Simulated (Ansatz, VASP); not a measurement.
# Two plane-wave programs on SiC

```
Si C
1.0
     0.00000    2.31497    2.31497
     2.31497    0.00000    2.31497
     2.23472    2.23472    0.08025
Si C
1 1
Cartesian
  0.0000 0.0000 0.0000
  3.4123 3.4123 3.5326
```

Alike in both runs: task single point; functional PBE; k mesh 12 × 12 × 12; occupations gaussian, width 0.05 eV; no spin polarisation.

|  | VASP | Ansatz |
| --- | --- | --- |
| version | VASP 6.6.1 | Ansatz 0.2.0 |
| potentials or method | VASP PAW PBE potentials, release 64 (Si, C) | scalar-relativistic, plane waves, PAW |
| plane-wave cutoff (eV) | 520 | 520 |
| valence electrons in the cell | 8 | 8 |

```csv
,VASP,Ansatz,Ansatz less VASP
gap on the k mesh at the Fermi level (eV),1.30,1.31,+0.004
least direct gap on the mesh (eV),4.09,4.10,+0.006
pressure (GPa),-18.5,-18.5,-0.02
largest component of the traceless stress (GPa),7.13,7.10,-0.030
rms of the force components (eV/Å),0.157,0.156,-0.0006
```

Atom by atom the forces differ by 0.001 eV/Å (rms over components). With one functional, cell and mesh, what is left measures potentials, basis and numerics.

Caveats: so large a pressure means that the cell lies far from this level's equilibrium, or that cutoff or potentials fall short (VASP). A k mesh can miss the band edges.
